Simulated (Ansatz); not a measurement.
## What a change of settings does to a run on Ti

The structure is an experimental refinement, used without relaxation. The listed cell was then made from it by scaling, straining or moving an atom.

First run: DFT, PBE, PAW with Ansatz's default frozen-core files, scalar-relativistic (Ansatz 0.2.0).

Command: `ansatz run input.yaml --threads 1 --pin off --max-ram 2048MiB --backend cpu --events-out ev --progress --plain --runs-dir out` The run took 4.2 s on 1 thread of Arm Neoverse V1, with other jobs on the host, peak memory 0.37 GiB.

```yaml
crystal:
  lattice:
    - [-1.69023, 1.69023, 1.641]
    - [1.69023, -1.69023, 1.641]
    - [1.69023, 1.69023, -1.641]
  atoms:
    - { symbol: Ti, position: [0.0, 0.0, 0.0] }
kpoints:
  mp_grid: { grid: [14, 14, 14] }
scf:
  occupations: { method: fermi_dirac, width: 0.05 }
hamiltonian:
  xc: pbe
  pseudopotentials: { kind: paw }
output:
  forces: true
  stress: true
  eigenvalues: true
  efg: { contact_densities: true }
  write_density: true
  write_potential: true
  elf: true
  volumetric_format: npy
```

Result: converged; pressure -7.62 GPa; no gap on the k mesh; 6 SCF iterations.

The input is then changed:

```diff
@@ -11,6 +11,6 @@
   occupations: { method: fermi_dirac, width: 0.05 }
 hamiltonian:
-  xc: pbe
-  pseudopotentials: { kind: paw }
+  xc: lda
+  pseudopotentials: { kind: paw, source: ansatz }
 output:
   forces: true
@@ -22,3 +22,4 @@
   elf: true
   volumetric_format: npy
+accuracy: medium
```

Problem. What does the second run give?

Solution. It converged; pressure -15.06 GPa; no gap on the k mesh; 7 SCF iterations.
